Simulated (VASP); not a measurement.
# Pt (Fm-3m) in VASP: further runs

The runs below take Pt through equation of state, with r2SCAN.

Everything below comes from runs of VASP 6.6.1. Logs are shortened: lines on timing, memory, paths and dates and some standing lists are left out, and cuts for length are marked.

## (1) The structure

The structure is cubic, space group Fm-3m (No. 225). Conventional cell: a = 3.945 Å, b = 3.945 Å, c = 3.945 Å, α = 90.00°, β = 90.00°, γ = 90.00°. Pt (site symmetry m-3m) has 12 Pt at 2.79 Å as nearest neighbours.

## (2) Equation of state, r2SCAN, 14.73 Å³/atom (a relaxed cell with its volume scaled by 0.96)

Contents of INCAR:

```
SYSTEM = Pt
PREC = Accurate ; ENCUT = 520
EDIFF = 1E-7 ; ISMEAR = -1
SIGMA = 0.05 ; LREAL = .FALSE.
LASPH = .TRUE. ; NELM = 80
ALGO = Normal ; ISIF = 2
LWAVE = .FALSE. ; LCHARG = .FALSE.
METAGGA = R2SCAN ; LMIXTAU = .TRUE.
```

Contents of KPOINTS:

```
regular mesh
0
G
  10 10 10
  0 0 0
```

Contents of POSCAR:

```
Pt                                      
1.0
    0.0000000000      1.9457661810      1.9457661810
    1.9457661810      0.0000000000      1.9457661810
    1.9457661810      1.9457661810      0.0000000000
  Pt            
     1
Direct
     0.0000000000000000    0.0000000000000000    0.0000000000000000
```

Potentials or basis: VASP PAW PBE potentials, release 64 (Pt).

Command:

```bash
$ cat potpaw_PBE.64/Pt/POTCAR > POTCAR
$ mpirun -np 1 vasp_std > vasp.out
```

OUTCAR:

```text
SYSTEM = Pt
   PREC = Accurate
   ENCUT = 520
   EDIFF = 1E-7
   ISMEAR = -1
   LREAL = .FALSE.
   LASPH = .TRUE.
   NELM = 80
   ISIF = 2
   METAGGA = R2SCAN

 ion  position               nearest neighbor table
   1  0.000  0.000  0.000-

  LATTYP: Found a face centered cubic cell.
 ALAT       =     3.8915323620

  Lattice vectors:

 A1 = (   0.0000000000,   1.9457661810,   1.9457661810)
 A2 = (   1.9457661810,   0.0000000000,   1.9457661810)
 A3 = (   1.9457661810,   1.9457661810,   0.0000000000)

Analysis of symmetry for initial positions (statically):
=====================================================================
 Subroutine PRICEL returns:
 Original cell was already a primitive cell.

 Routine SETGRP: Setting up the symmetry group for a
 face centered cubic supercell.

 Subroutine GETGRP returns: Found 48 space group operations
 (whereof 48 operations were pure point group operations)
 out of a pool of 48 trial point group operations.

The static configuration has the point symmetry O_h .

Analysis of symmetry for dynamics (positions and initial velocities):
=====================================================================
 Subroutine PRICEL returns:
 Original cell was already a primitive cell.

 Routine SETGRP: Setting up the symmetry group for a
 face centered cubic supercell.

 Subroutine GETGRP returns: Found 48 space group operations
 (whereof 48 operations were pure point group operations)
 out of a pool of 48 trial point group operations.

The dynamic configuration has the point symmetry O_h .

 Subroutine INISYM returns: Found 48 space group operations
 (whereof 48 operations are pure point group operations),
 and found     1 'primitive' translations

----------------------------------------------------------------------------------------

                                     Primitive cell

  volume of cell :      14.7334

  direct lattice vectors                    reciprocal lattice vectors
     0.000000000  1.945766181  1.945766181    -0.256968183  0.256968183  0.256968183
     1.945766181  0.000000000  1.945766181     0.256968183 -0.256968183  0.256968183
     1.945766181  1.945766181  0.000000000     0.256968183  0.256968183 -0.256968183

  length of vectors
     2.751728922  2.751728922  2.751728922     0.445081949  0.445081949  0.445081949

  position of ions in fractional coordinates (direct lattice)
     0.000000000  0.000000000  0.000000000

[... 77 lines left out ...]
   EDIFFG = 0.1E-05   stopping-criterion for IOM
   NSW    =      0    number of steps for IOM
   IBRION =     -1    ionic relax: 0-MD 1-quasi-New 2-CG
   NFREE  =      0    steps in history (QN), initial steepest desc. (CG)
   ISIF   =      2    stress and relaxation
   ISYM   =      2    0-nonsym 1-usesym 2-fastsym
   POTIM  = 0.5000    time-step for ionic-motion
   TEBEG  =    0.0;   TEEND  =   0.0 temperature during run
   PSTRESS=    0.0 pullay stress
   NELECT =      10.0000    total number of electrons
   NUPDOWN=      -1.0000    fix difference up-down
   EMIN   =  10.00;   EMAX   =-10.00  energy-range for DOS
   EFERMI =   0.00;   METHOD = LEGACY
   ISMEAR =    -1;   SIGMA  =   0.05  broadening in eV -4-tet -1-fermi 0-gaus
   EFERMI_NEDOS =   21; number of points for ismear=-14 and -15
   IALGO  =     38    algorithm
   IMIX   =      4    mixing-type and parameters
     AMIX     =   0.40;   BMIX     =  1.00
     AMIX_MAG =   1.60;   BMIX_MAG =  1.00
  volume/ion in A,a.u.               =      14.73        99.43
  Fermi-wavevector in a.u.,A,eV,Ry     =   1.438713  2.718773 28.162634  2.069895
  Thomas-Fermi vector in A             =   2.557649
   LORBIT       =      0    0 simple, 1 ext, 2 COOP (PROOUT), +10 PAW based schemes
   METAGGA = R2SCAN    functional components
   LHFCALC =     F    Hartree Fock is set to
   AEXX    =    0.0000 exact exchange contribution
   IVDW    =     0    specifies the selected vdW correction
   LEPSILON=     F    determine dielectric tensor
   LRPA    =     F    only Hartree local field effects (RPA)
 non-spin polarized calculation
  energy-cutoff  :      520.00
  volume of cell :       14.73
 maximum number of plane-waves:       411
   NGX = 11   NGY = 11   NGZ = 11

 number of electron      10.0000000 magnetization

 Free energy of the ion-electron system (eV)
  ---------------------------------------------------
  ext. energy  EPLUGINS =         0.00000000
  ---------------------------------------------------
  free energy    TOTEN  =       -51.46741904 eV

  energy without entropy =      -51.45689712  energy(sigma->0) =      -51.46215808

 E-fermi :  11.4835     XC(G=0): -14.8018

 val. band max:       11.4220738548   @ k =   0.5000   0.5000   0.0000
 cond. band min:      11.5052768519   @ k =   0.5000   0.0000   0.0000
 fundamental gap:      0.0832029970
 Fermi energy:        11.4834524751

 k-point     1 :       0.0000    0.0000    0.0000
  band No.  band energies     occupation
      1       0.6972      2.00000
      2       7.4046      2.00000
      3       7.4046      2.00000
      4       7.4046      2.00000
      5       9.6602      2.00000
      6       9.6602      2.00000
      7      26.8807      0.00000
      8      32.1912      0.00000
      9      32.1912      0.00000
[... 265 lines left out ...]
 k-point    24 :       0.4000    0.3000    0.0000
  band No.  band energies     occupation
      1       4.4335      2.00000
      2       5.0463      2.00000
      3       8.6845      2.00000
      4      10.0485      2.00000
      5      11.3824      1.76596
      6      11.7424      0.01120
      7      24.2829      0.00000
      8      26.6984      0.00000
      9      27.2644      0.00000

 [... further k-points ...]

------------------------ aborting loop because EDIFF is reached ----------------------------------------

  FORCE on cell =-STRESS in cart. coord.  units (eV):
  Direction    XX          YY          ZZ          XY          YZ          ZX
  --------------------------------------------------------------------------------------
  -------------------------------------------------------------------------------------
  Total        1.1298111      1.1298111      1.1298111      0.0000000      0.0000000      0.0000000
  in kB      122.8611164    122.8611164    122.8611164      0.0000000      0.0000000      0.0000000
  external PRESSURE =     122.8611164 kB  Pullay stress =       0.0000000 kB

 VOLUME and BASIS-vectors are now :
 -----------------------------------------------------------------------------
  energy-cutoff  :      520.00
  volume of cell :       14.73
      direct lattice vectors                 reciprocal lattice vectors
     0.000000000  1.945766181  1.945766181    -0.256968183  0.256968183  0.256968183
     1.945766181  0.000000000  1.945766181     0.256968183 -0.256968183  0.256968183
     1.945766181  1.945766181  0.000000000     0.256968183  0.256968183 -0.256968183

 POSITION                                       TOTAL-FORCE (eV/Angst)
 -----------------------------------------------------------------------------------
      0.00000      0.00000      0.00000         0.000000      0.000000      0.000000
 -----------------------------------------------------------------------------------
    total drift:                                0.000000     -0.000000      0.000000

  FREE ENERGIE OF THE ION-ELECTRON SYSTEM (eV)
  ---------------------------------------------------
  free  energy   TOTEN  =       -51.4674190367 eV

  energy  without entropy=      -51.4568971249  energy(sigma->0) =      -51.46215808
```

OSZICAR:

```text
N       E                     dE             d eps       ncg     rms          rms(c)
DAV:   1    -0.100289725287E+02   -0.10029E+02   -0.57336E+03   854   0.108E+03
DAV:   2    -0.542658565644E+02   -0.44237E+02   -0.43318E+02   898   0.199E+02
DAV:   3    -0.546686400735E+02   -0.40278E+00   -0.39722E+00  1000   0.189E+01
DAV:   4    -0.546698697710E+02   -0.12297E-02   -0.12295E-02   991   0.110E+00
DAV:   5    -0.546698792256E+02   -0.94545E-05   -0.94550E-05   960   0.853E-02    0.143E+01
DAV:   6    -0.510150184374E+02    0.36549E+01   -0.33280E+00   867   0.159E+01    0.689E+00
DAV:   7    -0.513349169904E+02   -0.31990E+00   -0.63095E-01   847   0.453E+00    0.481E+00
DAV:   8    -0.514419158324E+02   -0.10700E+00   -0.25916E-01   866   0.344E+00    0.797E-01
DAV:   9    -0.514653876022E+02   -0.23472E-01   -0.31605E-02   868   0.127E+00    0.985E-02
DAV:  10    -0.514668735327E+02   -0.14859E-02   -0.30203E-03   857   0.450E-01    0.997E-02
DAV:  11    -0.514673073110E+02   -0.43378E-03   -0.30261E-04   902   0.155E-01    0.262E-02
DAV:  12    -0.514674118957E+02   -0.10458E-03   -0.65030E-05   881   0.660E-02    0.673E-03
DAV:  13    -0.514674138964E+02   -0.20007E-05   -0.42049E-06   875   0.249E-02    0.582E-03
DAV:  14    -0.514674177679E+02   -0.38715E-05   -0.27854E-06   865   0.129E-02    0.104E-03
DAV:  15    -0.514674189219E+02   -0.11540E-05   -0.10133E-06   865   0.817E-03    0.109E-03
DAV:  16    -0.514674190307E+02   -0.10875E-06   -0.92138E-08   568   0.257E-03    0.175E-04
DAV:  17    -0.514674190367E+02   -0.60106E-08   -0.79500E-09   426   0.680E-04
   1 F= -.51467419E+02 E0= -.51462158E+02  d E =-.105219E-01
```

Wall time 21 s (1 thread of Intel Xeon Platinum 8375C at 2.90GHz (Ice Lake), shared host); peak memory 0.13 GiB.

What came out:

* Free energy: -51.4674 eV
* Pressure: 12.3 GPa
* Band gap on the k mesh: none (metal or under the smearing width)

Caveat: the PAW data sets were made with another functional, which shifts forces and pressure a little.

## (3) Equation of state, r2SCAN, 15.04 Å³/atom (a relaxed cell with its volume scaled by 0.98)

INCAR is that of step 2.

KPOINTS is that of step 2.

Contents of POSCAR:

```
Pt                                      
1.0
    0.0000000000      1.9591856821      1.9591856821
    1.9591856821      0.0000000000      1.9591856821
    1.9591856821      1.9591856821      0.0000000000
  Pt            
     1
Direct
     0.0000000000000000    0.0000000000000000    0.0000000000000000
```

Potentials or basis: VASP PAW PBE potentials, release 64 (Pt).

Command:

```bash
$ cat potpaw_PBE.64/Pt/POTCAR > POTCAR
$ mpirun -np 1 vasp_std > vasp.out
```

Wall time 22 s (1 thread of Intel Xeon Platinum 8375C at 2.90GHz (Ice Lake), shared host); peak memory 0.15 GiB.

It converged, with:

```
Free energy            : -51.4846 eV
Pressure               : 5.7 GPa
Band gap on the k mesh : none (metal or under the smearing width)
```

Caveat: the PAW data sets were made with another functional, which shifts forces and pressure a little.

## (4) Equation of state, r2SCAN, 15.35 Å³/atom

INCAR is that of step 3.

KPOINTS is that of step 3.

Contents of POSCAR:

```
Pt                                      
1.0
    0.0000000000      1.9724238248      1.9724238248
    1.9724238248      0.0000000000      1.9724238248
    1.9724238248      1.9724238248      0.0000000000
  Pt            
     1
Direct
     0.0000000000000000    0.0000000000000000    0.0000000000000000
```

Command:

```bash
$ cat potpaw_PBE.64/Pt/POTCAR > POTCAR
$ mpirun -np 1 vasp_std > vasp.out
```

It took 21 s on 1 thread of Intel Xeon Platinum 8375C at 2.90GHz (Ice Lake), shared host; peak memory 0.15 GiB.

Results (log left out):

| Quantity | Value |
| --- | --- |
| Free energy | -51.4900 eV |
| Pressure | -0.1 GPa |
| Band gap on the k mesh | none (metal or under the smearing width) |

Caveat: the PAW data sets were made with another functional, which shifts forces and pressure a little.

## (5) Equation of state, r2SCAN, 15.65 Å³/atom (a relaxed cell with its volume scaled by 1.02)

INCAR is that of step 4.

KPOINTS is that of step 4.

Contents of POSCAR:

```
Pt                                      
1.0
    0.0000000000      1.9854866149      1.9854866149
    1.9854866149      0.0000000000      1.9854866149
    1.9854866149      1.9854866149      0.0000000000
  Pt            
     1
Direct
     0.0000000000000000    0.0000000000000000    0.0000000000000000
```

Command:

```bash
$ cat potpaw_PBE.64/Pt/POTCAR > POTCAR
$ mpirun -np 1 vasp_std > vasp.out
```

Wall time 23 s (1 thread of Intel Xeon Platinum 8375C at 2.90GHz (Ice Lake), shared host); peak memory 0.15 GiB.

The run converged. Its results:

```
Free energy            : -51.4849 eV
Pressure               : -5.2 GPa
Band gap on the k mesh : none (metal or under the smearing width)
```

Caveat: the PAW data sets were made with another functional, which shifts forces and pressure a little.

## (6) Equation of state, r2SCAN, 15.96 Å³/atom (a relaxed cell with its volume scaled by 1.04)

INCAR is that of step 5.

KPOINTS is that of step 5.

Contents of POSCAR:

```
Pt                                      
1.0
    0.0000000000      1.9983797464      1.9983797464
    1.9983797464      0.0000000000      1.9983797464
    1.9983797464      1.9983797464      0.0000000000
  Pt            
     1
Direct
     0.0000000000000000    0.0000000000000000    0.0000000000000000
```

Potentials or basis: VASP PAW PBE potentials, release 64 (Pt).

Command:

```bash
$ cat potpaw_PBE.64/Pt/POTCAR > POTCAR
$ mpirun -np 1 vasp_std > vasp.out
```

It took 22 s on 1 thread of Intel Xeon Platinum 8375C at 2.90GHz (Ice Lake), shared host; peak memory 0.15 GiB.

It converged, with:

* Free energy: -51.4707 eV
* Pressure: -9.6 GPa
* Band gap on the k mesh: none (metal or under the smearing width)

Caveat: the PAW data sets were made with another functional, which shifts forces and pressure a little.

## (7) Equation of state, r2SCAN

This step only gathers the single runs of the series.

Results:

* Equilibrium volume: 15.34 Å³/atom
* Bulk modulus: 272 GPa
* Pressure derivative of the bulk modulus: 5.7 (rough: it moves with the points fitted)

Energy against volume, from the lowest point:
| volume (Å³/atom) | energy (meV/atom) |
| --- | --- |
| 14.733 | 22.54 |
| 15.040 | 5.32 |
| 15.347 | 0.00 |
| 15.654 | 5.09 |
| 15.961 | 19.29 |

Caveat: the PAW data sets were made with another functional, which shifts forces and pressure a little.
